## Exact exchange and the pressure of germanium

### Results

A germanium crystal held at its measured size should hardly push or pull on its boundaries. A calculation at that size gives a pressure all the same, and the pressure tells how far the method misjudges the bond length. Positive values mean that the method wants a larger cell. The question here is what a share of exact exchange does to this pressure, and whether the answer carries over to two further hybrids, PBEsol0 and r2SCANh, marked by question marks below.

Pressure of diamond-structure germanium (Fd-3m, 2 atoms, 22.64 Å³ per atom) from SNAP force fields and Kohn-Sham DFT, for a static lattice in the given cell. Positive values mean compression, and the Ansatz pressures leave out the Pulay correction of the stress. In the basis column, values in eV are plane-wave cutoffs and the value in eV/atom is a target basis error.

| method | rung | program | potentials | basis | spin | spin orbit | k mesh | smearing | pressure (GPa) |
| --- | --- | --- | --- | --- | --- | --- | --- | --- | --- |
| SNAP | force field | LAMMPS | Ge_Zuo_JPCA2020.snap | default | none | no | none 2-atom cell | none | 4.380 |
| quadratic SNAP | force field | LAMMPS | Ge_Zuo_JPCA2020.quadratic.snap | default | none | no | none 2-atom cell | none | 5.110 |
| PBE | GGA | Ansatz LAPW | all electron LAPW, scalar relativistic | 0.0005 eV/atom basis error | non-collinear afm | no | 6x6x6 2-atom cell | methfessel paxton 0.15eV | 3.660 |
| PBEsol | GGA | ABINIT | PseudoDojo NC SR PBEsol v0.4.1 standard | 952 eV | none | no | 6x6x6 2-atom cell | Fermi Dirac 0.05eV | -1.210 |
| HSE03 | hybrid | Ansatz | Ansatz PAW | 420 eV | collinear afm | no | 4x4x4 2-atom cell | cold 0.025eV | 1.510 |
| HSE06 | hybrid | Ansatz | Ansatz PAW | 420 eV | none | yes | 4x4x4 2-atom cell | Fermi Dirac 0.05eV | 1.160 |
| PBE0 | hybrid | Ansatz | Ansatz PAW | 420 eV | none | yes | 4x4x4 2-atom cell | Fermi Dirac 0.05eV | 0.920 |
| PBEsol0 | hybrid | Ansatz | Ansatz PAW | 420 eV | none | yes | 5x5x5 2-atom cell | Fermi Dirac 0.1eV | ? |
| r2SCANh | hybrid | Ansatz LAPW | all electron PAW datasets made for the crystal | 300 eV | none | no | 4x4x4 2-atom cell | gaussian 0.025eV | ? |

One gigapascal corresponds to about half a percent in the lattice constant. This follows from $\Delta a/a \approx P/(3B)$, where $a$ is the lattice constant, $P$ the pressure and $B$ the bulk modulus, roughly 70 GPa for germanium. PBE, at 3.66 GPa, thus wants a lattice about 1.7% longer than the given one. The three hybrids built on PBE want only 0.4 to 0.7% more.

For germanium grown on silicon this error matters. The two lattices differ by roughly 4%, so the PBE error is about two fifths of the mismatch that strains a channel layer. Strain in such a layer should be counted from the equilibrium length of the same method, since none of the methods with a printed pressure is free of stress in the given cell. The two SNAP force fields, which were trained on PBE data, lie above PBE by a further 0.7 and 1.5 GPa and bring no independent evidence on the true size.

### Why exact exchange draws the crystal together

When a crystal expands, its electron density becomes more uneven: it stays high near the atoms and thins out between them. PBE lowers the exchange energy wherever the density varies strongly, and in solids it does so too generously. Stretched bonds are therefore favoured, and the crystal pushes outwards. Exact exchange, computed from the orbitals themselves, rewards stretching less, so mixing in a quarter of it should lower the pressure.

The table agrees with this account. From PBE to PBE0 the pressure falls by 2.7 GPa, about three quarters of the PBE value. The two runs also differ in program, potentials, basis, k mesh, smearing and the treatment of spin-orbit coupling, so the drop isn't a pure exchange effect. The hybrids use a coarse k mesh, which may shift their pressures. The incomplete basis matters little: for PBE0 a correction would add only 0.03 GPa. The antiferromagnetic labels of PBE and HSE03 describe only the start of those runs: germanium is non-magnetic. In the PBE run the moments did vanish, and the same is expected for HSE03. HSE03 and HSE06, which keep exact exchange only at short range, nevertheless lie within 0.6 GPa of PBE0.

PBEsol takes another route to the same end. It contains no exact exchange but weakens the reward for an uneven density. PBEsol0 combines both remedies, and the danger is that together they do too much.

### Two predictions

PBE0 and PBEsol0 contain the same quarter of exact exchange. If their densities are taken as equal, this part drops out of the difference between them. What remains is three quarters of the difference in semilocal exchange, plus the change in correlation, which for simplicity is scaled by three quarters too. Since pressure is the negative slope of energy with volume, the same relation holds for pressures:

$$P_{\mathrm{PBEsol0}} \approx P_{\mathrm{PBE0}} + 0.75\,(P_{\mathrm{PBEsol}} - P_{\mathrm{PBE}}).$$

The weak point is the PBEsol row. Its pressure of -1.21 GPa says that PBEsol wants a smaller cell, whereas its equilibrium lattice constant for germanium is known to be slightly too long. That length implies roughly +1 GPa. A likely cause is an incomplete basis, which makes a computed pressure too low: norm-conserving potentials that include the 3d shell need a high cutoff. A run with a higher cutoff or a curve of energy against volume would test this.

The prediction therefore uses +1 GPa for PBEsol:

$$0.92 + 0.75\,(1 - 3.66) \approx -1.1\ \text{GPa}.$$

The stated range is -2.1 to -0.1 GPa, so PBEsol0 should want a cell that is too small. The printed PBEsol pressure would instead give -2.7 GPa, well outside this range. The computed value can thus tell the two starting points apart.

For r2SCANh the starting point is r2SCAN without exact exchange. Its lattice constant for germanium is also known to be slightly long, which again suggests roughly +1 GPa. The hybrid contains a tenth of exact exchange, 0.4 times the share in PBE0. If r2SCAN responded as PBE does, the pressure would fall by $0.4 \times 2.74 \approx 1.1$ GPa. Its semilocal exchange is already better than that of PBE, however, so there should be less to correct. Half of the full response is a guess, and it leads to a weakly positive +0.5 GPa, with a range of -1.0 to +2.0 GPa.

### Computed values and discussion

The withheld rows as computed:

| method | rung | program | potentials | basis | spin | spin orbit | k mesh | smearing | pressure (GPa) |
| --- | --- | --- | --- | --- | --- | --- | --- | --- | --- |
| PBEsol0 | hybrid | Ansatz | Ansatz PAW | 420 eV | none | yes | 5x5x5 2-atom cell | Fermi Dirac 0.1eV | -1.360 |
| r2SCANh | hybrid | Ansatz LAPW | all electron PAW datasets made for the crystal | 300 eV | none | no | 4x4x4 2-atom cell | gaussian 0.025eV | 0.180 |

PBEsol0 comes out at -1.36 GPa. The prediction has the right sign and lies 0.3 GPa too high, well inside its range. The crystal now wants a lattice about 0.6% shorter than the given one, whereas PBE0 wants one about 0.4% longer. The two remedies together have done too much, as the argument suggested.

The result also bears on the doubtful PBEsol row. The estimate that starts from the printed value misses by 1.4 GPa, nearly five times as much as the one that starts from the known lattice constant. Read backwards, the relation asks for a PBEsol pressure of about +0.6 GPa. This supports a positive value, though it cannot identify what went wrong in that run. The 0.3 GPa miss is no larger than the coarse value of +1 GPa would allow, and the different k mesh and smearing of the PBE0 and PBEsol0 runs may contribute to it.

For r2SCANh the computed pressure is 0.18 GPa. The prediction of a weakly positive value holds, again about 0.3 GPa too high. The guess of half the response gains no support from this: the full response gives -0.1 GPa and misses by the same amount on the other side. The broad range was appropriate for a starting pressure known only roughly, but it makes the hit a mild test.

Of all the methods in the table, r2SCANh comes closest to zero pressure. That does not yet make it the most accurate for germanium, because the vibrations of the atoms, left out of a static lattice, add a few tenths of a gigapascal. Its coarse k mesh adds further uncertainty to so small a pressure. The broader lesson concerns the starting point: exact exchange helps PBE because PBE makes the crystal too large, while PBEsol, judged by its known lattice constant, is already close, and the same quarter carries it past the measured size. How far past is less certain, since the k mesh is coarse and the missing vibrations would raise the pressure a little.
